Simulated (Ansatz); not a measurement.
## Be6S polymorphs, one row open

Theory: DFT PBE, scalar-relativistic, plane waves, PAW in Ansatz. Settings: cutoff 420 eV, Γ-centred meshes spaced at most about 0.3 Å⁻¹, and about 0.25 Å⁻¹ or finer for metals (2π included), Gaussian smearing. No spin polarisation.

Temperature and zero-point effects are left out. Rows are sorted by volume; energies count from the lowest form computed. Coordination counts Be atoms around S (those within 1.25 times the shortest such distance or 1.15 times the sum of covalent radii; a plus sign parts nearer from farther groups; the shortest distance is added where it is long for a bond).

| row | form | source | atoms | coordination | V (Å³/atom) | gap on mesh (eV) | ΔE (meV/atom) |
| --- | --- | --- | --- | --- | --- | --- | --- |
| 1 | P4/mmm | invented | 7 | S 8 from 2.4 Å | 9.7 | 0 | 85 |
| 2 | I4/mmm | invented | 7 | S 8 from 2.4 Å | 9.8 | 0 | 66 |
| 3 | C222 | invented | 7 | S 4 | 10.2 | 0 | 0 |
| 4 | P-31m | invented | 7 | S 6 | 10.4 | 0 | 156 |
| 5 | R-3 | invented | 7 | S 6 | 10.4 | 0 | ? |
| 6 | P31m | invented | 7 | S 3+1 | 11.2 | 0 | 74 |

The cell of row 5:

```xyz
7
Lattice="1.9312 1.1150 5.6219 -1.9312 1.1150 5.6219 0.0000 -2.2299 5.6219" Properties=species:S:1:pos:R:3 pbc="T T T"
Be    0.6456   -1.1120    7.5203
Be   -1.2858   -0.0031    7.5203
Be   -0.6402   -1.1151    9.3455
Be    1.2858    0.0031    9.3455
Be   -0.6456    1.1120    9.3455
Be    0.6402    1.1151    7.5203
S     0.0000    0.0000    0.0000
```

Question: How far above the lowest form does the open row lie?

Answer: 170 meV/atom, which puts it above row 4, the highest in the table. Counting Be atoms around S, row 5 has S 6 and the lowest form (row 3) has S 4.

An observed structure of this formula, if there is one, may be missing.

For metals, differences of a few meV/atom aren't resolved. Cells relaxed within their symmetry can be saddle points. Some types were kept out of the candidates beforehand, so the set may lack a known form.
